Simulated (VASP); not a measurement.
# Ti (P6_3/mmc) in VASP: relaxation of cell and atoms with PBE

Aim: the relaxation of cell and atoms of Ti with PBE.

Program: VASP 6.6.1. These are calculated values, not measurements. Logs are shortened: lines on timing, memory, paths and dates and some standing lists are left out, and cuts for length are marked.

## 1. Starting point

It takes space group P6_3/mmc (No. 194, hexagonal). The conventional cell has a = 2.950 Å, b = 2.950 Å, c = 4.680 Å, α = 90.00°, β = 90.00°, γ = 120.00°. Ti (site symmetry -6m2) has 12 Ti at 2.89 to 2.95 Å as nearest neighbours.

## 2. Relaxation of cell and atoms, PBE

INCAR

```
SYSTEM = Ti
ALGO = Normal
EDIFF = 1E-7
EDIFFG = -0.01
ENCUT = 600
GGA = PE
IBRION = 2
ISIF = 3
ISMEAR = 1
LASPH = .TRUE.
LCHARG = .FALSE.
LREAL = .FALSE.
LWAVE = .FALSE.
NELM = 80
NSW = 60
PREC = Accurate
SIGMA = 0.1
```

KPOINTS

```
k-points
0
G
  17 17 9
  0 0 0
```

POSCAR

```
Ti
1.0
    2.9500000000      0.0000000000      0.0000000000
   -1.4750000000      2.5547749412      0.0000000000
    0.0000000000      0.0000000000      4.6800000000
Ti
2
Direct
    0.3333333333      0.6666666667      0.2500000000
    0.6666666667      0.3333333333      0.7500000000
```

Potentials or basis: VASP PAW PBE potentials, release 64 (Ti_sv).

The run is started by

```
> cat potpaw_PBE.64/Ti_sv/POTCAR > POTCAR
> mpirun -np 1 vasp_std > vasp.out
```

OUTCAR:

```text
SYSTEM = Ti
   EDIFF = 1E-7
   EDIFFG = -0.01
   ENCUT = 600
   GGA = PE
   IBRION = 2
   ISIF = 3
   ISMEAR = 1
   LASPH = .TRUE.
   LREAL = .FALSE.
   NELM = 80
   NSW = 60
   PREC = Accurate

 ion  position               nearest neighbor table
   1  0.333  0.667  0.250-   2 2.89   2 2.89   2 2.89   2 2.89   2 2.89   2 2.89
   2  0.667  0.333  0.750-   1 2.89   1 2.89   1 2.89   1 2.89   1 2.89   1 2.89

  LATTYP: Found a hexagonal cell.
 ALAT       =     2.9500000000
 C/A-ratio  =     1.5864406780

  Lattice vectors:

 A1 = (   2.9500000000,   0.0000000000,   0.0000000000)
 A2 = (  -1.4750000000,   2.5547749412,   0.0000000000)
 A3 = (   0.0000000000,   0.0000000000,   4.6800000000)

Analysis of symmetry for initial positions (statically):
=====================================================================
 Subroutine PRICEL returns:
 Original cell was already a primitive cell.

 Routine SETGRP: Setting up the symmetry group for a
 hexagonal supercell.

 Subroutine GETGRP returns: Found 24 space group operations
 (whereof 12 operations were pure point group operations)
 out of a pool of 24 trial point group operations.

The static configuration has the point symmetry D_3d.
 The point group associated with its full space group is D_6h.

Analysis of symmetry for dynamics (positions and initial velocities):
=====================================================================
 Subroutine PRICEL returns:
 Original cell was already a primitive cell.

 Routine SETGRP: Setting up the symmetry group for a
 hexagonal supercell.

 Subroutine GETGRP returns: Found 24 space group operations
 (whereof 12 operations were pure point group operations)
 out of a pool of 24 trial point group operations.

The dynamic configuration has the point symmetry D_3d.
 The point group associated with its full space group is D_6h.

 Subroutine INISYM returns: Found 24 space group operations
 (whereof 12 operations are pure point group operations),
 and found     1 'primitive' translations

----------------------------------------------------------------------------------------

                                     Primitive cell

  volume of cell :      35.2712

  direct lattice vectors                    reciprocal lattice vectors
     2.950000000  0.000000000  0.000000000     0.338983051  0.195711956  0.000000000
    -1.475000000  2.554774941  0.000000000     0.000000000  0.391423911  0.000000000
     0.000000000  0.000000000  4.680000000     0.000000000  0.000000000  0.213675214

  length of vectors
     2.950000000  2.950000000  4.680000000     0.391423911  0.391423911  0.213675214

  position of ions in fractional coordinates (direct lattice)
     0.333333333  0.666666667  0.250000000
     0.666666667  0.333333333  0.750000000

  ion indices of the primitive-cell ions
   primitive index   ion index
                 1           1
                 2           2

----------------------------------------------------------------------------------------

 KPOINTS: k-points

Automatic generation of k-mesh.
 Grid dimensions read from file:
 generate k-points for:   17   17    9

 Generating k-lattice:

  Cartesian coordinates                     Fractional coordinates (reciprocal lattice)
     0.019940179  0.011512468  0.000000000     0.058823529 -0.000000000  0.000000000
     0.000000000  0.023024936  0.000000000     0.000000000  0.058823529  0.000000000
     0.000000000  0.000000000  0.023741690     0.000000000  0.000000000  0.111111111

  Length of vectors
     0.023024936  0.023024936  0.023741690

  Shift w.r.t. Gamma in fractional coordinates (k-lattice)
     0.000000000  0.000000000  0.000000000

 Subroutine IBZKPT returns following result:
 ===========================================

 Found    165 irreducible k-points:

 Following reciprocal coordinates:
            Coordinates               Weight
  0.000000  0.000000  0.000000      1.000000
  0.058824  0.000000  0.000000      6.000000
  0.117647  0.000000  0.000000      6.000000
  0.176471  0.000000  0.000000      6.000000
  0.235294  0.000000  0.000000      6.000000
  0.294118  0.000000  0.000000      6.000000
[... 16 lines left out ...]
  0.411765  0.117647  0.000000     12.000000
  0.176471  0.176471  0.000000      6.000000
 [... further k-points ...]
   k-points           NKPTS =    165   k-points in BZ     NKDIM =    165   number of bands    NBANDS=     16
   number of dos      NEDOS =    301   number of ions     NIONS =      2
   total plane-waves  NPLWV =  23040
   dimension x,y,z NGX =    24 NGY =   24 NGZ =   40
   dimension x,y,z NGXF=    48 NGYF=   48 NGZF=   80
   ions per type =               2
   NGX,Y,Z   is equivalent  to a cutoff of  13.53, 13.53, 14.21 a.u.
   NGXF,Y,Z  is equivalent  to a cutoff of  27.05, 27.05, 28.42 a.u.
 SYSTEM =  Ti
   PREC   = accura    normal or accurate (medium, high low for compatibility)
   ISTART =      0    job   : 0-new  1-cont  2-samecut
   ICHARG =      2    charge: 1-file 2-atom 10-const
   ISPIN  =      1    spin polarized calculation?
   LNONCOLLINEAR =      F non collinear calculations
   LSORBIT =      F    spin-orbit coupling
   LASPH  =      T    aspherical Exc in radial PAW
   ENCUT  =  600.0 eV  44.10 Ry    6.64 a.u.   5.89  5.89  9.35*2*pi/ulx,y,z
   NELM   =     80;   NELMIN=  2; NELMDL= -5     # of ELM steps
   EDIFF  = 0.1E-06   stopping-criterion for ELM
   LREAL  =      F    real-space projection
   EDIFFG = -.1E-01   stopping-criterion for IOM
   NSW    =     60    number of steps for IOM
   IBRION =      2    ionic relax: 0-MD 1-quasi-New 2-CG
   NFREE  =      1    steps in history (QN), initial steepest desc. (CG)
   ISIF   =      3    stress and relaxation
   ISYM   =      2    0-nonsym 1-usesym 2-fastsym
   POTIM  = 0.5000    time-step for ionic-motion
   TEBEG  =    0.0;   TEEND  =   0.0 temperature during run
   PSTRESS=    0.0 pullay stress
   NELECT =      24.0000    total number of electrons
   NUPDOWN=      -1.0000    fix difference up-down
   EMIN   =  10.00;   EMAX   =-10.00  energy-range for DOS
   EFERMI =   0.00;   METHOD = LEGACY
   ISMEAR =     1;   SIGMA  =   0.10  broadening in eV -4-tet -1-fermi 0-gaus
   EFERMI_NEDOS =   21; number of points for ismear=-14 and -15
   IALGO  =     38    algorithm
   IMIX   =      4    mixing-type and parameters
     AMIX     =   0.40;   BMIX     =  1.00
     AMIX_MAG =   1.60;   BMIX_MAG =  1.00
  volume/ion in A,a.u.               =      17.64       119.01
  Fermi-wavevector in a.u.,A,eV,Ry     =   1.439920  2.721055 28.209912  2.073370
  Thomas-Fermi vector in A             =   2.558722
   LORBIT       =      0    0 simple, 1 ext, 2 COOP (PROOUT), +10 PAW based schemes
   GGA     = PE    functional components
   LHFCALC =     F    Hartree Fock is set to
   AEXX    =    0.0000 exact exchange contribution
   IVDW    =     0    specifies the selected vdW correction
   LEPSILON=     F    determine dielectric tensor
   LRPA    =     F    only Hartree local field effects (RPA)
 conjugate gradient relaxation of ions
 non-spin polarized calculation
 Methfessel and Paxton  Order N= 1 SIGMA  =   0.10
  energy-cutoff  :      600.00
  volume of cell :       35.27
 maximum number of plane-waves:      1194
 NGX is ok and might be reduce to    24
   NGX = 11   NGY = 11   NGZ = 19

--------------------------------------- Ionic step        1  -------------------------------------------

 number of electron      23.9999997 magnetization

 Free energy of the ion-electron system (eV)
  ---------------------------------------------------
  ext. energy  EPLUGINS =         0.00000000
  ---------------------------------------------------
  free energy    TOTEN  =       -15.66882657 eV

  energy without entropy =      -15.67022975  energy(sigma->0) =      -15.66929430

------------------------ aborting loop because EDIFF is reached ----------------------------------------

  FORCE on cell =-STRESS in cart. coord.  units (eV):
  Direction    XX          YY          ZZ          XY          YZ          ZX
  --------------------------------------------------------------------------------------
  -------------------------------------------------------------------------------------
  Total       -0.3617721     -0.3617721     -0.4662291      0.0000000     -0.0000000     -0.0000000
  in kB      -16.4333113    -16.4333113    -21.1782174      0.0000000     -0.0000000     -0.0000000
  external PRESSURE =     -18.0149467 kB  Pullay stress =       0.0000000 kB
[... 129 lines left out ...]
  energy  without entropy=      -15.6736138193  energy(sigma->0) =      -15.67268840

--------------------------------------- Ionic step        5  -------------------------------------------

 number of electron      23.9999993 magnetization

 Free energy of the ion-electron system (eV)
  ---------------------------------------------------
  ext. energy  EPLUGINS =         0.00000000
  ---------------------------------------------------
  free energy    TOTEN  =       -15.67227427 eV

  energy without entropy =      -15.67369023  energy(sigma->0) =      -15.67274626

 E-fermi :   8.3662     XC(G=0): -11.5059

 val. band max:        8.3651515642   @ k =   0.1765   0.0000   0.2222
 cond. band min:       8.3671883218   @ k =   0.2941   0.1765   0.4444
 fundamental gap:      0.0020367576
 Fermi energy:         8.3662314872

 k-point     1 :       0.0000    0.0000    0.0000
  band No.  band energies     occupation
      1     -48.5058      2.00000
      2     -48.3674      2.00000
      3     -25.0983      2.00000
      4     -24.4497      2.00000
      5     -24.4497      2.00000
      6     -24.3845      2.00000
[... 8 lines left out ...]
     15       9.6293     -0.00000
     16       9.6293     -0.00000
[... 420 lines left out ...]
  band No.  band energies     occupation
      1     -48.4320      2.00000
      2     -48.3449      2.00000
      3     -24.9206      2.00000
      4     -24.7054      2.00000
      5     -24.7020      2.00000
      6     -24.5317      2.00000
[... 8 lines left out ...]
     15       9.4876     -0.00000
     16      10.3049     -0.00000

 [... further k-points ...]
[... 5 lines left out ...]
  --------------------------------------------------------------------------------------
  -------------------------------------------------------------------------------------
  Total        0.0176580      0.0176580     -0.0093751      0.0000000      0.0000000      0.0000000
  in kB        0.8158983      0.8158983     -0.4331825      0.0000000      0.0000000      0.0000000
  external PRESSURE =       0.3995380 kB  Pullay stress =       0.0000000 kB
[... 17 lines left out ...]
  FREE ENERGIE OF THE ION-ELECTRON SYSTEM (eV)
  ---------------------------------------------------
  free  energy   TOTEN  =       -15.6722742721 eV

  energy  without entropy=      -15.6736902275  energy(sigma->0) =      -15.67274626

 reached required accuracy - stopping structural energy minimisation
```

Run time: 5.7 min. Hardware: 1 thread of Intel Xeon Platinum 8259CL at 2.50GHz (Skylake/Cascade Lake), shared host; peak memory 0.23 GiB.

Results:

```
Free energy                            : -15.6723 eV
Relaxed volume                         : 17.34 Å³/atom
Relaxed cell                           : a = 2.936 Å, b = 2.936 Å, c = 4.644 Å, α = 90.00°, β = 90.00°, γ = 120.00°
Space group after relaxing (to 0.05 Å) : P6_3/mmc (No. 194)
Energy gained by relaxing              : 1.7 meV/atom
Ionic steps                            : 5
Pressure after relaxing                : 0.0 GPa
Band gap on the k mesh                 : none (metal or under the smearing width)
```

Step by step:
```
step  energy change (eV)  largest force (eV/Å)  pressure (GPa)  volume (Å³)
   1              0.0000                0.0000           -1.80        35.27
   2             -0.0016                0.0000            1.39        34.27
   3             -0.0034                0.0000            0.01        34.68
   4             -0.0034                0.0000            0.05        34.67
   5             -0.0034                0.0000            0.04        34.67
```

Final structure:
```
Ti
1.0
     2.93624    0.00000    0.00000
    -1.46812    2.54286    0.00000
     0.00000    0.00000    4.64411
Ti
2
Direct
  0.33333 0.66667 0.25000
  0.66667 0.33333 0.75000
```
